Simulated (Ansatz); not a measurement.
# Ti (P6/mmm) in Ansatz: further runs

One crystal, Ti, is run at these levels: r2SCAN, PBEsol; tasks: single point, equation of state, phonons.

Program: Ansatz 0.2.0. These are calculated values, not measurements. Logs are shortened: lines on timing, memory, paths and dates and some standing lists are left out, and cuts for length are marked.

**1. The crystal as given**

Symmetry: P6/mmm, No. 191, hexagonal system. The conventional cell has a = 4.567 Å, b = 4.567 Å, c = 2.826 Å, α = 90.00°, β = 90.00°, γ = 120.00°. Ti (site symmetry -6m2) is surrounded by 11 Ti at 2.64 to 2.99 Å. Around Ti (site symmetry 6/mmm) lie 14 Ti at 2.83 to 2.99 Å.

This isn't the form of Ti at room conditions, which is hcp.

**2. Single point, r2SCAN, 16.00 Å³/atom (volume scaled by 0.94)**

Input file input.yaml:

```yaml
crystal:
  lattice:
    - [4.4741369374, 0.0, 0.0]
    - [-2.2370684687, 3.8747162478, 0.0]
    - [0.0, 0.0, 2.7685496267]
  atoms:
    - { symbol: Ti, position: [0.6666666667, 0.3333333333, 0.5] }
    - { symbol: Ti, position: [0.3333333333, 0.6666666667, 0.5] }
    - { symbol: Ti, position: [0.0, 0.0, 0.0] }
hamiltonian:
  xc: r2scan
  pseudopotentials: { kind: paw }
kpoints:
  mp_grid: { grid: [7, 7, 9] }
scf:
  occupations: { method: fermi_dirac, width: 0.05 }
output:
  forces: true
  stress: true
  eigenvalues: true
```

Potentials or basis: Ansatz PAW.

Launch:

```
$ ansatz run input.yaml --threads 2 --pin off --max-ram 5632MiB --backend cpu --events-out ev --progress --plain --runs-dir out
```

Standard output:

```text
Warning: RAYON_NUM_THREADS=2 ignored (pool sized by the plan → 2); use --threads N
Engine: ansatz 0.2.0, x86_64-unknown-linux-gnu
Pseudopotentials: kind: paw
Pseudopotential: Ti, paw, valence charge 12, recommended cutoff 500 eV (meta_gga), Ti.paw.azcp
Functional definition: r2SCAN
  parameter k0 = 0.174
  parameter k1 = 0.065
  parameter a1 = 4.9479
  exchange = r2scan_x(k0 = k0, k1 = k1, a1 = a1)
  correlation = r2scan_c
Crystal: 3 atoms, lattice volume = 47.996 Å³
Basis set: ecut = 500 eV, 1181 PW (Γ), exchange–correlation on 144×144×96 points (64 copies of the dense FFT grid, shifted against one another)
Bands: 22, of which v1, the nominal top of the filled ones, is band 18 counted from 1 (17 counted from 0)
Symmetry: 24 space group operations
Space group: P6/mmm (ITA 191), of the structure as read, at distance tolerance 3.6e-5 Å
k-points: 40 of 441
Non-local potential: Ti, projectors of the file, l = 0: 3, l = 1: 2, l = 2: 3, l = 3: 1
PAW form: soft (Blöchl's): semilocal exchange-correlation on the pseudo side does not see the compensation charge
PAW frozen core: Ti, regenerated for the run's functional (the file was generated under x = pbe(κ = 0.804, μ = 0.2195149727645171), c = pbe(β = 0.06672455060314922))
PAW one-centre angular grid: Ti, 590 points (default); XC on 160 Gauss nodes
Initial density: superposition of atomic densities (neutral atoms: chi_scale 0, normalization atom), corrected by the library's trained network
Initial wavefunctions: pseudopotential atomic-orbital guess
Functional: x = r2scan, c = r2scan; τ floored in thin density (d = 2e-4 eV/Å³)
SCF iter   1: F=—  HF=-7513.009776 eV  |F-HF|=—  |Δ(HF+E_count)|=         —  Δρ=1.86e-2  dr2=1.50e-1  dr2_τ=3.35e-2  ethr=1.77e-3  ⟨swp⟩=4.1  Hψ=3070  notcnv=0
preconditioner: auto → none  [metal: Δε(μ)=0.076 eV  Ē_g=2.889 eV  σ=0.050 eV  W_gap=0.33  n_scr=8 (ndim 8)  ℏωp=18.6 eV  f_vac=0.000  D(μ)=1.95/eV (n_scr^D=8)  sad-step TF]
SCF iter   2: F=—  HF=-7513.097577 eV  |F-HF|=—  |Δ(HF+E_count)|=   8.78e-2  Δρ=8.32e-3  dr2=4.55e-2  dr2_τ=2.27e-3  ethr=4.17e-4  ⟨swp⟩=2.3  Hψ=1902  notcnv=0
SCF iter   3: F=—  HF=-7513.154987 eV  |F-HF|=—  |Δ(HF+E_count)|=   5.74e-2  Δρ=2.71e-2  dr2=7.44e-1  dr2_τ=2.01e-2  ethr=1.26e-4  ⟨swp⟩=2.6  Hψ=1653  notcnv=0  recentre
SCF iter   4: F=—  HF=-7513.094576 eV  |F-HF|=—  |Δ(HF+E_count)|=   6.04e-2  Δρ=2.95e-3  dr2=3.78e-3  dr2_τ=3.58e-4  ethr=1.26e-4  ⟨swp⟩=2.4  Hψ=1305  notcnv=0
SCF iter   5: F=—  HF=-7513.095904 eV  |F-HF|=—  |Δ(HF+E_count)|=   1.33e-3  Δρ=9.97e-4  dr2=6.88e-4  dr2_τ=2.99e-5  ethr=1.05e-5  ⟨swp⟩=2.9  Hψ=1703  notcnv=0
SCF iter   6: F=—  HF=-7513.095983 eV  |F-HF|=—  |Δ(HF+E_count)|=   7.94e-5  Δρ=2.35e-4  dr2=2.44e-5  dr2_τ=2.19e-6  ethr=1.91e-6  ⟨swp⟩=2.0  Hψ=1060  notcnv=0
SCF iter   7: F=—  HF=-7513.095987 eV  |F-HF|=—  |Δ(HF+E_count)|=   3.86e-6  Δρ=4.81e-5  dr2=4.83e-7  dr2_τ=9.15e-8  ethr=6.77e-8  ⟨swp⟩=2.0  Hψ=1096  notcnv=0
SCF iter   8: F=-7513.095987 eV  HF=-7513.095987 eV  |F-HF|=1.53e-9  |Δ(HF+E_count)|=   4.64e-7  Δρ=5.28e-6  dr2=1.04e-8  dr2_τ=8.49e-10  ethr=2.78e-10  ⟨swp⟩=5.0  Hψ=3409  notcnv=0
SCF 1 converged in 8 iterations: F = -7513.095987 eV  dr2 = 1.04e-8
SCF converged after 8 iterations
Free energy (F): -7513.095987 eV
Harris-Foulkes:  -7513.095987 eV  (|F-HF|=1.53e-9)
Internal energy: -7513.077393 eV  (E = F + TS)
E sigma→0 (E₀):  -7513.086690 eV
Entropy (-TS):   -0.018594 eV (-6.198 meV/atom)
Fermi energy:    14.639215 eV
--- Per-component energies (eV) ---
  E_band       = -462.855844
  E_kinetic    = 823.828048
  E_local      = -2302.841597  (includes V_loc(G=0)·N_el)
  E_nonlocal   = 22.749461
  E_hartree    = 954.728046
  E_xc         = -280.589826
  E_vxc        = -401.165418  (∫ρ·V_xc dr)
  E_paw        = -3171.431233  (= ΣΔE_a)
  E_vpaw       = -542.435103  (= ΣTr[D̂ρ^β])
  E_aug_tail   = 0.000269  (compensation charges beyond the density's cutoff)
  E_vtau       = 27.547505  (kinetic-family band-sum trace: ∫τ·v_τ [+ j·A + Jᵃ·Aᵃ] dr)
  E_ewald      = -3558.760190
  E_core_change = -0.760371  (= ΣΔE_core)
  E_smearing   = -0.018594  (= −TS)
  E_closure    = -0.000000  (closes the sum)
  Σ components = -7513.095987   (vs F -7513.095987, Δ=0.00e0)
--- Forces (eV/Å), atoms counted from 1 ---
  atom   1  Ti    -0.00000000    -0.00000000    -0.00000000
  atom   2  Ti     0.00000000     0.00000000     0.00000000
  atom   3  Ti    -0.00000000     0.00000000     0.00000000
  max |Σ_I F_I| component: 1.85e-17 eV/Å
--- Stress (GPa, compression-positive) ---
        7.895849       0.000000      -0.000000
        0.000000       7.895849      -0.000000
       -0.000000      -0.000000       8.403741
  P = ⅓ Tr σ = 8.0651 GPa (80.651 kbar)
--- Band table (eV; the first three rows and the last of 40) ---
  k-point 0: bands = ["-44.5013", "-44.2553", "-44.0550", "-19.7838", "-19.7838", "-19.7602", "-19.7602", "-19.3518", "-19.1191", "-19.0259", "-19.0137", "-19.0137", "7.9635", "12.4196", "13.8281", "13.8281", "13.8596", "13.8596", "14.6821", "15.4999", "16.1571", "16.1571"]
  k-point 1: bands = ["-44.4895", "-44.2497", "-44.0469", "-19.7674", "-19.7674", "-19.7506", "-19.7506", "-19.4145", "-19.1962", "-19.0888", "-19.0162", "-19.0162", "8.2734", "12.6552", "13.6372", "13.6372", "13.6836", "13.6836", "15.0878", "15.7665", "16.0731", "16.0731"]
  k-point 2: bands = ["-44.4593", "-44.2360", "-44.0263", "-19.7260", "-19.7260", "-19.7244", "-19.7244", "-19.5693", "-19.3901", "-19.2462", "-19.0237", "-19.0237", "9.1420", "13.1115", "13.1115", "13.1788", "13.3341", "13.3341", "16.0341", "16.0341", "16.2206", "16.4339"]
  k-point 39: bands = ["-44.3984", "-44.1219", "-44.0802", "-20.0286", "-19.8412", "-19.7712", "-19.5807", "-19.5063", "-19.4655", "-19.4239", "-19.2811", "-18.9526", "11.6679", "12.6229", "13.0286", "13.3965", "13.4156", "13.6060", "14.9430", "15.3767", "15.6803", "16.0284"]
```

Wall time 1.5 s (2 threads of AMD EPYC 9R45 (Zen 5), shared host); peak memory 0.51 GiB.

Results:

| Quantity | Value |
| --- | --- |
| Free energy | -7513.0960 eV |
| Pressure | 8.1 GPa |
| Band gap on the k mesh | none (metal or under the smearing width) |

Caveat: the PAW data sets come from PBE, with cores solved anew for the run's functional, which leaves a small shift of forces and pressure.

**3. Single point, r2SCAN, 16.34 Å³/atom (volume scaled by 0.96)**

Changes to input.yaml since step 2:

```diff
@@ -2,5 +2,5 @@
   lattice:
-    - [4.4741369374, 0.0, 0.0]
-    - [-2.2370684687, 3.8747162478, 0.0]
-    - [0.0, 0.0, 2.7685496267]
+    - [4.5056459821, 0.0, 0.0]
+    - [-2.252822991, 3.9020038809, 0.0]
+    - [0.0, 0.0, 2.7880470975]
   atoms:
@@ -20 +20,5 @@
   eigenvalues: true
+  write_density: true
+  write_potential: true
+  elf: true
+  volumetric_format: npy
```

Potentials or basis: Ansatz PAW.

Launch:

```
$ ansatz run input.yaml --threads 2 --pin off --max-ram 5632MiB --backend cpu --events-out ev --progress --plain --runs-dir out
```

It took 1.7 s on 2 threads of AMD EPYC 9R45 (Zen 5), shared host; peak memory 0.5 GiB.

The run converged. Its results:

| Quantity | Value |
| --- | --- |
| Free energy | -7513.1378 eV |
| Pressure | 5.1 GPa |
| Band gap on the k mesh | none (metal or under the smearing width) |

Caveat: the PAW data sets come from PBE, with cores solved anew for the run's functional, which leaves a small shift of forces and pressure.

**4. Single point, r2SCAN, 16.68 Å³/atom (volume scaled by 0.98)**

Changes to input.yaml since step 3:

```diff
@@ -2,5 +2,5 @@
   lattice:
-    - [4.5056459821, 0.0, 0.0]
-    - [-2.252822991, 3.9020038809, 0.0]
-    - [0.0, 0.0, 2.7880470975]
+    - [4.5367203846, 0.0, 0.0]
+    - [-2.2683601923, 3.9289151029, 0.0]
+    - [0.0, 0.0, 2.8072756161]
   atoms:
@@ -20,5 +20 @@
   eigenvalues: true
-  write_density: true
-  write_potential: true
-  elf: true
-  volumetric_format: npy
```

Launch:

```
$ ansatz run input.yaml --threads 2 --pin off --max-ram 5632MiB --backend cpu --events-out ev --progress --plain --runs-dir out
```

It took 1.6 s on 2 threads of AMD EPYC 9R45 (Zen 5), shared host; peak memory 0.51 GiB.

The run converged. Its results:

| Property | Result |
| --- | --- |
| Free energy | -7513.1615 eV |
| Pressure | 2.4 GPa |
| Band gap on the k mesh | none (metal or under the smearing width) |

Caveat: the PAW data sets come from PBE, with cores solved anew for the run's functional, which leaves a small shift of forces and pressure.

**5. Single point, r2SCAN, 17.02 Å³/atom**

Changes to input.yaml since step 4:

```diff
@@ -2,5 +2,5 @@
   lattice:
-    - [4.5367203846, 0.0, 0.0]
-    - [-2.2683601923, 3.9289151029, 0.0]
-    - [0.0, 0.0, 2.8072756161]
+    - [4.5673748306, 0.0, 0.0]
+    - [-2.2836874153, 3.9554626319, 0.0]
+    - [0.0, 0.0, 2.82624427]
   atoms:
@@ -20 +20,5 @@
   eigenvalues: true
+  write_density: true
+  write_potential: true
+  elf: true
+  volumetric_format: npy
```

Launch:

```
$ ansatz run input.yaml --threads 2 --pin off --max-ram 5632MiB --backend cpu --events-out ev --progress --plain --runs-dir out
```

Run time: 1.9 s. Hardware: 2 threads of AMD EPYC 9R45 (Zen 5), shared host; peak memory 0.5 GiB.

It converged, with:

```
Free energy            : -7513.1687 eV
Pressure               : -0.1 GPa
Band gap on the k mesh : none (metal or under the smearing width)
```

Caveat: the PAW data sets come from PBE, with cores solved anew for the run's functional, which leaves a small shift of forces and pressure.

**6. Single point, r2SCAN, 17.36 Å³/atom (volume scaled by 1.02)**

Changes to input.yaml since step 5:

```diff
@@ -2,5 +2,5 @@
   lattice:
-    - [4.5673748306, 0.0, 0.0]
-    - [-2.2836874153, 3.9554626319, 0.0]
-    - [0.0, 0.0, 2.82624427]
+    - [4.5976232276, 0.0, 0.0]
+    - [-2.2988116138, 3.9816585121, 0.0]
+    - [0.0, 0.0, 2.8449616649]
   atoms:
@@ -20,5 +20 @@
   eigenvalues: true
-  write_density: true
-  write_potential: true
-  elf: true
-  volumetric_format: npy
```

Potentials or basis: Ansatz PAW.

Launch:

```
$ ansatz run input.yaml --threads 2 --pin off --max-ram 5632MiB --backend cpu --events-out ev --progress --plain --runs-dir out
```

Wall time 1.6 s (2 threads of AMD EPYC 9R45 (Zen 5), shared host); peak memory 0.51 GiB.

The run converged. Its results:

* Free energy: -7513.1608 eV
* Pressure: -2.4 GPa
* Band gap on the k mesh: none (metal or under the smearing width)

Caveat: the PAW data sets come from PBE, with cores solved anew for the run's functional, which leaves a small shift of forces and pressure.

**7. Single point, r2SCAN, 17.70 Å³/atom (volume scaled by 1.04)**

Changes to input.yaml since step 6:

```diff
@@ -2,5 +2,5 @@
   lattice:
-    - [4.5976232276, 0.0, 0.0]
-    - [-2.2988116138, 3.9816585121, 0.0]
-    - [0.0, 0.0, 2.8449616649]
+    - [4.6274787604, 0.0, 0.0]
+    - [-2.3137393802, 4.007514162, 0.0]
+    - [0.0, 0.0, 2.8634359596]
   atoms:
@@ -20 +20,5 @@
   eigenvalues: true
+  write_density: true
+  write_potential: true
+  elf: true
+  volumetric_format: npy
```

Launch:

```
$ ansatz run input.yaml --threads 2 --pin off --max-ram 5632MiB --backend cpu --events-out ev --progress --plain --runs-dir out
```

Wall time 1.9 s (2 threads of AMD EPYC 9R45 (Zen 5), shared host); peak memory 0.51 GiB.

Results (log left out):

```
Free energy            : -7513.1391 eV
Pressure               : -4.4 GPa
Band gap on the k mesh : none (metal or under the smearing width)
```

Caveat: the PAW data sets come from PBE, with cores solved anew for the run's functional, which leaves a small shift of forces and pressure.

**8. Single point, r2SCAN, 18.04 Å³/atom (volume scaled by 1.06)**

Changes to input.yaml since step 7:

```diff
@@ -2,5 +2,5 @@
   lattice:
-    - [4.6274787604, 0.0, 0.0]
-    - [-2.3137393802, 4.007514162, 0.0]
-    - [0.0, 0.0, 2.8634359596]
+    - [4.6569539421, 0.0, 0.0]
+    - [-2.328476971, 4.0330404181, 0.0]
+    - [0.0, 0.0, 2.881674897]
   atoms:
@@ -20,5 +20 @@
   eigenvalues: true
-  write_density: true
-  write_potential: true
-  elf: true
-  volumetric_format: npy
```

Launch:

```
$ ansatz run input.yaml --threads 2 --pin off --max-ram 5632MiB --backend cpu --events-out ev --progress --plain --runs-dir out
```

It took 1.7 s on 2 threads of AMD EPYC 9R45 (Zen 5), shared host; peak memory 0.51 GiB.

Results (log left out):

| Property | Result |
| --- | --- |
| Free energy | -7513.1049 eV |
| Pressure | -6.3 GPa |
| Band gap on the k mesh | none (metal or under the smearing width) |

Caveat: the PAW data sets come from PBE, with cores solved anew for the run's functional, which leaves a small shift of forces and pressure.

**9. Equation of state, r2SCAN**

Potentials or basis: Ansatz PAW.

This step only gathers the single runs of the series.

Results:

| Quantity | Value |
| --- | --- |
| Equilibrium volume | 17.01 Å³/atom |
| Bulk modulus at fixed shape and positions | 118 GPa |
| Pressure derivative of the bulk modulus | 3.6 |

Energy against volume, from the lowest point:
```tsv
volume (Å³/atom)	energy (meV/atom)
15.999	24.23
16.339	10.30
16.679	2.40
17.020	0.00
17.360	2.64
17.701	9.85
18.041	21.25
```

Caveat: the cell was scaled at fixed shape and fractional positions, which overstates the stiffness of a crystal with free parameters, most of all of layers and chains; the PAW data sets were made with another functional, which shifts forces and pressure a little.

[end of part 1 of 2]
